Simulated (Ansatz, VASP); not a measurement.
## One calculation of GaN, two programs

```
Ga N
1.0
     3.18000    0.00000    0.00000
    -1.59000    2.75396    0.00000
     0.00000    0.00000    5.16600
Ga N
2 2
Cartesian
  1.5900 0.9180 2.5830
  0.0000 1.8360 0.0000
  1.5900 0.9180 4.5203
  0.0000 1.8360 1.9373
```

Alike in both runs: task single point; functional PBE; k mesh 10 × 10 × 5; occupations gaussian, width 0.011 eV; no spin polarisation.

```csv
,VASP,Ansatz
version,VASP 6.6.1,Ansatz 0.2.0
potentials or method,"VASP PAW PBE potentials, release 64 (Ga_d, N)",Ansatz PAW
plane-wave cutoff (eV),520,420
valence electrons in the cell,36,36
```

VASP gave:

| Quantity | Value |
| --- | --- |
| gap on the k mesh at the Fermi level (eV) | 1.97 |
| least direct gap on the mesh (eV) | 1.97 |
| pressure (GPa) | 7.3 |
| largest component of the traceless stress (GPa) | 1.45 |
| rms of the force components (eV/Å) | 0.078 |

Estimate Ansatz's values.

gap on the k mesh at the Fermi level (eV): 1.96; least direct gap on the mesh (eV): 1.96; pressure (GPa): 7.3; largest component of the traceless stress (GPa): 1.43; rms of the force components (eV/Å): 0.079.

Atom by atom the forces differ by 0.001 eV/Å (rms over components).

Caveats: odd divisions of the mesh miss points on the zone boundary, where band edges often lie, so the gap on the mesh can be too wide (Ansatz); the pressure holds a Pulay correction of +0.5 GPa for the finite cutoff (Ansatz). Expect the measured gap to be larger: semilocal functionals such as PBE lack the derivative discontinuity.
